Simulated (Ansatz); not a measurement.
Relaxed (010) slab cut from BN (space group Fmm2 (No. 42)); the slab's formula is BN, its outer planes BN (top) and BN (bottom):

```yaml
crystal:
  lattice:
    - [2.50519, 0.00000, 0.00000]
    - [1.25009, 2.17100, 0.00000]
    - [0.00000, 0.00000, 25.01845]
  atoms:
    - { symbol: B, position: [0.49997, 0.49997, 0.29925] }
    - { symbol: N, position: [0.83347, 0.83347, 0.29918] }
    - { symbol: B, position: [0.99982, 0.99982, 0.43324] }
    - { symbol: N, position: [0.33334, 0.33334, 0.43324] }
    - { symbol: B, position: [0.49982, 0.49982, 0.56676] }
    - { symbol: N, position: [0.83334, 0.83334, 0.56676] }
    - { symbol: B, position: [0.99997, 0.99997, 0.70075] }
    - { symbol: N, position: [0.33347, 0.33347, 0.70082] }
```

These are results of DFT PBE+D3(BJ), scalar-relativistic, plane waves, PAW (Ansatz), not measurements. Plane waves to 420 eV, a k mesh through Γ of 12×12×1 on the computed 8-atom cell and Gaussian smearing (0.05 eV); no spin polarisation. A dipole correction removes the field between periodic images along c.

The potential is the smooth part; its values at the atoms depend on the PAW datasets.

(1) How does the plane-averaged electrostatic potential energy of an electron run along c, counted from the top of the valence band?

Answers

(1) (z (Å), V (eV)): (2.50, 5.76), (2.78, 5.76), (3.06, 5.76), (3.34, 5.76), (3.61, 5.76), (3.89, 5.76), (4.17, 5.76), (4.45, 5.76), (4.73, 5.76), (5.00, 5.75), (5.28, 5.73), (5.56, 5.67), (5.84, 5.52), (6.12, 5.14), (6.39, 4.16), (6.67, 1.71), (6.95, -5.90), (7.23, -18.19), (7.51, -23.36), (7.78, -16.63), (8.06, -4.32), (8.34, 2.15), (8.62, 4.29), (8.90, 5.09), (9.17, 5.29), (9.45, 5.06), (9.73, 4.18), (10.01, 1.88), (10.29, -5.21), (10.56, -17.54), (10.84, -23.41), (11.12, -17.36), (11.40, -5.02), (11.68, 1.94), (11.95, 4.20), (12.23, 5.06), (12.51, 5.28), (12.79, 5.06), (13.07, 4.20), (13.34, 1.94), (13.62, -5.02), (13.90, -17.36), (14.18, -23.41), (14.46, -17.54), (14.73, -5.21), (15.01, 1.88), (15.29, 4.18), (15.57, 5.06), (15.85, 5.29), (16.12, 5.09), (16.40, 4.29), (16.68, 2.15), (16.96, -4.32), (17.23, -16.63), (17.51, -23.36), (17.79, -18.19), (18.07, -5.90), (18.35, 1.71), (18.62, 4.16), (18.90, 5.14), (19.18, 5.52), (19.46, 5.67), (19.74, 5.73), (20.01, 5.75), (20.29, 5.76), (20.57, 5.76), (20.85, 5.76), (21.13, 5.76), (21.40, 5.76), (21.68, 5.76), (21.96, 5.76), (22.24, 5.76), (22.52, 5.76)

The vacuum level lies 5.76 eV above the top of the valence band.

The reference crystal is a form of BN, which isn't its usual structure.

Cost: 1 run of about 1.6 core-minutes, on Intel Xeon Processor @ 2.50GHz (Skylake/Cascade Lake) (shared hosts).